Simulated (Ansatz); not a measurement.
Crystal: TiTe.

```
Te Ti
1.0
     3.84200    0.00000    0.00000
    -1.92100    3.32727    0.00000
     0.00000    0.00000    6.40300
Te Ti
2 2
Direct
  0.66667 0.33333 0.75000
  0.33333 0.66667 0.25000
  0.00000 0.00000 0.50000
  0.00000 0.00000 0.00000
```

Program: Ansatz 0.2.0. Alike in all runs: task projected density of states; potentials or basis Ansatz PAW; no spin polarisation; cell as given; k mesh 8 × 8 × 4; cutoff (eV) 420; smearing fermi-dirac 0.05 eV.

Order these runs on this cell by their pressure, lowest first.
A. level PBEsol+U; U Ti d U = 2 eV; hubbard projectors ortho-atomic (the default); double counting fll (the default)
B. level PBEsol+U; U Ti d U = 4 eV; hubbard projectors ortho-atomic (the default); double counting fll (the default)
C. level PBEsol

C (3.4 GPa), A (5.2 GPa), B (7.5 GPa).

Caveats: the PAW data sets come from PBE, with cores solved anew for the run's functional, which leaves a small shift of forces and pressure; the density of states is complete only up to the lowest level of the last band computed; U without spin polarisation on a metal has little footing (some runs); the U is typed as a test and isn't derived for this compound (some runs).
